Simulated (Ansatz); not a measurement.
An input for the plane-wave PAW code Ansatz:

```yaml
crystal:
  lattice:
    - [3.8259274412, 0.0, 0.0]
    - [-1.9129637206, 3.3133503571, 0.0]
    - [0.0, 0.0, 5.3324061933]
  atoms:
    - { symbol: Sr, position: [0.0, 0.0, 0.0] }
    - { symbol: Sr, position: [0.0, 0.0, 0.5] }
    - { symbol: O, position: [0.3333333333, 0.6666666667, 0.25] }
    - { symbol: O, position: [0.6666666667, 0.3333333333, 0.75] }
basis:
  ecutwfc: 420
  ecutrho_ratio: 4
kpoints:
  mp_grid: { grid: [10, 10, 6] }
hamiltonian:
  xc: pbesol
scf:
  occupations: { method: gaussian, width: 0.05 }
output:
  forces: true
  stress: true
  eigenvalues: true
relax:
  f_tol: 0.01
  max_steps: 60
  cell: { stress_tol: 0.04 }
```

Launched as:
```sh
ansatz run input.yaml --threads 4 --pin off --max-ram 4096MiB --backend cpu --events-out ev --progress --plain --runs-dir out
```

This is a trial structure; measured cells of the compound in the Crystallography Open Database are in space group Fm-3m (rock salt).

What will the run give?

Final volume 16.82 Å³/atom, energy lowered by 365.4 meV/atom, pressure 0.0 GPa, gap on the mesh 3.38 eV (PBEsol, scalar-relativistic).

What the program printed, in part:

```
Pseudopotentials: kind: paw
Pseudopotential: Sr, paw, valence charge 10, recommended cutoff 420 eV (normal), Sr.paw.azcp
Pseudopotential: O, paw, valence charge 6, recommended cutoff 420 eV (normal), O.paw.azcp
Crystal: 4 atoms, lattice volume = 67.597 Å³
Basis set: ecut = 420 eV, 1313 PW (Γ), exchange–correlation on 54×54×72 points (8 copies of the dense FFT grid, shifted against one another)
Bands: 20, of which v1, the nominal top of the filled ones, is band 16 counted from 1 (15 counted from 0)
Symmetry: 24 space group operations
Space group: P63/mmc (ITA 194), of the structure as read, at distance tolerance 4.1e-5 Å
k-points: 56 of 600
Initial density: superposition of atomic densities (neutral atoms: chi_scale 0, normalization atom), corrected by the library's trained network
Initial wavefunctions: pseudopotential atomic-orbital guess
Functional: x = pbesol(κ = 0.804, μ = 0.12346), c = pbesol(β = 0.046)
```

SCF trace (energy estimate counted from the last row; the run made several SCF loops, for ionic steps, more bands or searches for a lower state, numbered loop.iteration):
| iteration | ΔE (eV) | density residual (eV) |
| --- | --- | --- |
| 1.1 | 1.430 | 1.47e-1 |
| 1.2 | 1.457 | 1.97e-2 |
| 1.3 | 1.461 | 1.93e-3 |
| 1.4 | 1.461 | 7.30e-5 |
| 1.5 | 1.461 | 2.26e-5 |
| 1.6 | 1.461 | 7.14e-7 |
| 1.7 | 1.461 | 2.33e-8 |
| 2.1 | 0.667 | 1.80e-2 |
| 2.2 | 0.669 | 4.66e-3 |
| 2.3 | 0.670 | 1.44e-3 |
| 2.4 | 0.670 | 1.97e-5 |
| 2.5 | 0.670 | 5.17e-7 |
| 2.6 | 0.670 | 5.09e-8 |
| … | … | … |
| 12.2 | 0.000 | 1.98e-9 |
| 12.3 | 0.000 | 1.41e-9 |
| 12.4 | 0.000 | 6.38e-11 |
| 12.5 | 0.000 | 9.97e-12 |

```
SCF converged after 5 iterations
Free energy (F): -8111.634533 eV
E sigma→0 (E₀):  -8111.634533 eV
Fermi energy:    9.667462 eV
--- Forces (eV/Å), atoms counted from 1 ---
  atom   1  Sr     0.00000000     0.00000000     0.00000000
  atom   2  Sr     0.00000000     0.00000000     0.00000000
  atom   3  O      0.00000000     0.00000000     0.00000000
  atom   4  O      0.00000000     0.00000000     0.00000000
--- Stress (GPa, compression-positive) ---
        0.001288       0.000000       0.000000
        0.000000       0.001288       0.000000
        0.000000       0.000000       0.003725
  P = ⅓ Tr σ = 0.0021 GPa (0.021 kbar)
--- Band table (eV; the first three rows and the last of 56) ---
  k-point 0: bands = ["-24.5829", "-24.3492", "-9.0172", "-7.0684", "-6.2150", "-6.2150", "-5.9921", "-5.9921", "-5.8812", "-5.0112", "5.8104", "6.9703", "6.9703", "7.8432", "7.9782", "7.9782", "11.3562", "12.3557", "14.5993", "14.5993"]
  k-point 1: bands = ["-24.5678", "-24.3654", "-8.9165", "-7.2720", "-6.2005", "-6.2005", "-6.0075", "-6.0075", "-5.7584", "-5.0471", "5.9077", "7.0299", "7.0299", "7.6258", "7.8999", "7.8999", "11.6548", "12.6525", "14.7128", "14.7128"]
  k-point 2: bands = ["-24.5262", "-24.4093", "-8.6302", "-7.7147", "-6.1607", "-6.1607", "-6.0493", "-6.0493", "-5.5294", "-5.1514", "6.1892", "7.1417", "7.1974", "7.1974", "7.6963", "7.6963", "12.3983", "13.4523", "14.2831", "15.0062"]
  k-point 55: bands = ["-24.3356", "-24.3356", "-8.0969", "-8.0969", "-6.7965", "-6.7965", "-6.6205", "-6.6205", "-5.3826", "-5.3826", "6.4364", "6.4364", "7.1268", "7.1268", "7.4962", "7.4962", "14.2056", "14.2056", "14.8669", "14.8669"]
--- Relaxed structure (9 steps of the walk, 9 accepted, 3 SCFs on fresh bases) ---
  F+E_penalty+E_count = -8111.63453271 eV   max|allowed force component| = 2.544e-17 eV/Å   (the final SCF, on the basis selected at the relaxed cell)
  cell:  # Å, volume = 67.2989 Å³
    - [3.53662, 0.00000, 0.00000]
    - [-1.76831, 3.06280, 0.00000]
    - [0.00000, 0.00000, 6.21300]
  atoms:
    - { symbol: Sr, position: [0.00000, 0.00000, 0.00000] }
    - { symbol: Sr, position: [0.00000, 0.00000, 0.50000] }
    - { symbol: O, position: [0.33333, 0.66667, 0.25000] }
    - { symbol: O, position: [0.66667, 0.33333, 0.75000] }
```

Absolute energies hang on the potentials; compare differences alone.

Kohn–Sham gaps of semilocal functionals lie under measured ones, often by a third or more.
